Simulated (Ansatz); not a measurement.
# MgO: the cell at several levels of theory

An exercise on one series of results from a longer session: the logs are not shown, and one member is left open.

The runs shown are made with Ansatz 0.2.0. PAW datasets, plane waves, zero pressure. No spin polarisation. The prototype was imposed, so other structures may be more stable.

### The cell

This is the cell as the run starts from it, not yet at rest; its lengths are not the crystal's.

The symmetry is P6_3/mmc (No. 194, hexagonal); a = 3.250 Å, c = 4.063 Å in the conventional setting, 9.29 Å³ an atom. Around Mg lie 5 O at 1.88–2.03 Å; around O lie 5 Mg at 1.88–2.03 Å.

As a file:

```cif
data_structure
_symmetry_space_group_name_H-M 'P6_3/mmc'
_symmetry_Int_Tables_number 194
_cell_length_a 3.2504
_cell_length_b 3.2504
_cell_length_c 4.0628
_cell_angle_alpha 90.000
_cell_angle_beta 90.000
_cell_angle_gamma 120.000
_cell_volume 37.17
loop_
_atom_site_label
_atom_site_type_symbol
_atom_site_symmetry_multiplicity
_atom_site_Wyckoff_symbol
_atom_site_fract_x
_atom_site_fract_y
_atom_site_fract_z
_atom_site_occupancy
Mg1 Mg 2 c 0.33333 0.66667 0.25000 1
O1 O 2 d 0.66667 0.33333 0.25000 1
```

Set-up of the first run:

File input.yaml:

```yaml
crystal:
  lattice:
    - [3.2503830519, 0.0, 0.0]
    - [-1.625191526, 2.814914295, 0.0]
    - [0.0, 0.0, 4.0627629]
  atoms:
    - { symbol: Mg, position: [0.3333333333, 0.6666666667, 0.25] }
    - { symbol: Mg, position: [0.6666666667, 0.3333333333, 0.75] }
    - { symbol: O, position: [0.6666666667, 0.3333333333, 0.25] }
    - { symbol: O, position: [0.3333333333, 0.6666666667, 0.75] }
kpoints:
  mp_grid: { grid: [12, 12, 6] }
hamiltonian:
  xc: pbe
scf:
  occupations: { method: fermi_dirac, width: 0.02 }
relax:
  f_tol: 0.005
  cell: {}
output:
  write_density: true
  write_potential: true
  elf: true
  volumetric_format: npy
```

Command:

```bash
$ ansatz run input.yaml --threads 2 --pin off --max-ram 2211MiB --backend cpu --events-out ev --progress --plain --runs-dir out
```

Steps of the session up to this table: Relaxing with PBE; Relaxation with r2SCAN; Relaxation with PBEsol; LDA: cell and atoms; Relaxing with HSE06.

One of the session's tables, all rows but one given; the rest of the session is left out.

```
 level  a (Å)  c (Å)  volume (Å³/atom)
   PBE  3.521  4.239            11.374
r2SCAN  3.484  4.185            10.999
PBEsol      ?      ?                 ?
   LDA  3.451  4.138            10.670
 HSE06  3.484  4.184            10.996
```

**Question.** Estimate the row for PBEsol.

As computed: a (Å): 3.494; c (Å): 4.194; volume (Å³/atom): 11.086. In the column «a (Å)» it lies between HSE06 (3.484) and PBE (3.521).

From the start to the first minimum the volume moved by +22.4 %. The volume runs from LDA (least) to PBE (most), a spread of 6.6 %, or 2.2 % in length if all axes shared it alike. The meshes differ: PBE 12×12×6, r2SCAN 12×12×6, PBEsol 12×12×6, LDA 12×12×6, HSE06 6×6×4.
